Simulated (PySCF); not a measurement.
Species: bicyclo[1.1.0]butane, C₄H₆.
Numbering: `[CH2:1]1[C@H:2]2[CH2:3][C@@H:4]12` (hydrogens: H5, H6 on C1; H7 on C2; H8, H9 on C3; H10 on C4)

The same species was optimised twice, with GFN2-xTB and with PBE0-D3(BJ)/def2-SVP (PySCF), and the same property calculations (PySCF, gas phase) were run on both structures.

| coordinate | GFN2-xTB | PBE0-D3(BJ)/def2-SVP | change |
| --- | --- | --- | --- |
| C4–H10 (Å) | 1.068 | 1.089 | +0.021 |
| C2–H7 (Å) | 1.068 | 1.089 | +0.021 |
| C3–H9 (Å) | 1.085 | 1.101 | +0.016 |
| C1–H6 (Å) | 1.085 | 1.101 | +0.016 |
| C3–H8 (Å) | 1.083 | 1.096 | +0.013 |
| C1–H5 (Å) | 1.083 | 1.096 | +0.013 |
| C2–C4 (Å) | 1.481 | 1.477 | -0.004 |
| C3–C4 (Å) | 1.496 | 1.492 | -0.004 |
| C1–C2 (Å) | 1.495 | 1.492 | -0.003 |
| C1–C4 (Å) | 1.496 | 1.492 | -0.004 |
| C2–C3 (Å) | 1.495 | 1.492 | -0.003 |
| C4–C2–H7 (°) | 134.9 | 130.6 | -4.3 |
| C2–C4–H10 (°) | 134.9 | 130.6 | -4.3 |
| C1–C4–C3 (°) | 96.1 | 98.2 | +2.1 |
| C1–C2–C3 (°) | 96.1 | 98.3 | +2.2 |
| C3–C4–H10 (°) | 131.9 | 130.3 | -1.6 |
| C1–C2–H7 (°) | 131.9 | 130.3 | -1.6 |
| C3–C2–H7 (°) | 131.8 | 130.3 | -1.5 |
| C1–C4–H10 (°) | 131.8 | 130.3 | -1.5 |

Rotational constants: A = 17091, B = 9519, C = 8587 MHz (GFN2-xTB) against A = 17436, B = 9358, C = 8476 MHz (PBE0-D3(BJ)/def2-SVP). Point groups within 0.08 Å: C2v and C2v.

On the GFN2-xTB structure: lowest singlet, TDDFT (eV) 7.49 [wB97X-D/def2-SVPD]; lowest triplet, Tamm–Dancoff (eV) 7.09 [wB97X-D/def2-SVPD]; isotropic polarisability (au) 43.0 [wB97X-D/def2-SVPD]; HOMO (eV) -9.02 [wB97X-D/def2-SVPD]; LUMO (eV) 2.76 [wB97X-D/def2-SVPD]; dipole (D) 0.61 [wB97X-D/def2-SVPD]; HOMO (eV) -7.16 [PBE0/pcSseg-1]; LUMO (eV) 1.92 [PBE0/pcSseg-1]; dipole (D) 0.70 [PBE0/pcSseg-1]; GIAO shielding of C1/C3 (mean) (ppm) 157.5 [PBE0/pcSseg-1]; GIAO shielding of C2/C4 (mean) (ppm) 187.5 [PBE0/pcSseg-1].

Question: What do these properties become on the PBE0-D3(BJ)/def2-SVP structure?

Answer: 
```json
{"property": "lowest singlet, TDDFT (eV)", "level": "wB97X-D/def2-SVPD", "on GFN2-xTB": "7.49", "on PBE0-D3(BJ)/def2-SVP": "7.34", "change": "-0.15"}
{"property": "lowest triplet, Tamm–Dancoff (eV)", "level": "wB97X-D/def2-SVPD", "on GFN2-xTB": "7.09", "on PBE0-D3(BJ)/def2-SVP": "6.92", "change": "-0.17"}
{"property": "isotropic polarisability (au)", "level": "wB97X-D/def2-SVPD", "on GFN2-xTB": "43.0", "on PBE0-D3(BJ)/def2-SVP": "43.8", "change": "+0.8"}
{"property": "HOMO (eV)", "level": "wB97X-D/def2-SVPD", "on GFN2-xTB": "-9.02", "on PBE0-D3(BJ)/def2-SVP": "-8.95", "change": "+0.07"}
{"property": "LUMO (eV)", "level": "wB97X-D/def2-SVPD", "on GFN2-xTB": "2.76", "on PBE0-D3(BJ)/def2-SVP": "2.72", "change": "-0.04"}
{"property": "dipole (D)", "level": "wB97X-D/def2-SVPD", "on GFN2-xTB": "0.61", "on PBE0-D3(BJ)/def2-SVP": "0.70", "change": "+0.09"}
{"property": "energy, GFN2-xTB geometry as zero (kcal/mol)", "level": "wB97X-D/def2-SVPD", "on GFN2-xTB": "0.0", "on PBE0-D3(BJ)/def2-SVP": "-1.1", "change": "-1.1"}
{"property": "HOMO (eV)", "level": "PBE0/pcSseg-1", "on GFN2-xTB": "-7.16", "on PBE0-D3(BJ)/def2-SVP": "-7.08", "change": "+0.08"}
{"property": "LUMO (eV)", "level": "PBE0/pcSseg-1", "on GFN2-xTB": "1.92", "on PBE0-D3(BJ)/def2-SVP": "1.73", "change": "-0.19"}
{"property": "dipole (D)", "level": "PBE0/pcSseg-1", "on GFN2-xTB": "0.70", "on PBE0-D3(BJ)/def2-SVP": "0.79", "change": "+0.09"}
{"property": "energy, GFN2-xTB geometry as zero (kcal/mol)", "level": "PBE0/pcSseg-1", "on GFN2-xTB": "0.0", "on PBE0-D3(BJ)/def2-SVP": "-0.8", "change": "-0.8"}
{"property": "GIAO shielding of C1/C3 (mean) (ppm)", "level": "PBE0/pcSseg-1", "on GFN2-xTB": "157.5", "on PBE0-D3(BJ)/def2-SVP": "154.0", "change": "-3.5"}
{"property": "GIAO shielding of C2/C4 (mean) (ppm)", "level": "PBE0/pcSseg-1", "on GFN2-xTB": "187.5", "on PBE0-D3(BJ)/def2-SVP": "186.8", "change": "-0.7"}
```

The heavy atoms differ by 0.019 Å rms after alignment. Among all bonds C2–H7 and C4–H10 change most and about equally (+0.021 Å). Changes are differences of the printed values. Neither structure is proved a minimum here.

wB97X-D is run here without its empirical dispersion term; that term would change no orbital, density or response property at a fixed geometry.
